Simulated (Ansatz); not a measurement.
Crystal: Bi2TeSe2 (Skippenite).

```xyz
5
Lattice="2.0915 1.2075 9.7123 -2.0915 1.2075 9.7123 0.0000 -2.4151 9.7123" Properties=species:S:1:pos:R:3 pbc="T T T"
Bi    0.0000    0.0000   17.5387
Bi    0.0000    0.0000   11.5983
Te    0.0000    0.0000    0.0000
Se    0.0000    0.0000   22.9716
Se    0.0000    0.0000    6.1654
```

Base run:

* Program: Ansatz 0.2.0
* Functional: HSE06
* Potentials or basis: Ansatz PAW
* Cutoff: 420 eV
* Density cutoff: 1680 eV
* k mesh: 6 × 6 × 6
* Occupations: fixed
* Spin: no spin polarisation

Its results: band gap on the k mesh 0.89 eV, direct; largest force 2.077 eV/Å.

Q: The run is repeated on the same cell with these changes: functional from HSE06 to PBE0; level from hse06 to pbe0. What comes out?

A: Band gap on the k mesh 1.40 eV, direct; largest force 2.138 eV/Å.

Caveats: spin-orbit coupling is left out, which as a rule narrows the gap of such compounds by several tenths of an eV; the PAW data sets come from PBE, with cores solved anew for the run's functional, which leaves a small shift of forces and pressure; forces of over 1 eV/Å show positions far from the minimum, so gaps and moduli don't describe the material at rest.

Not every run made on this cell is shown here.
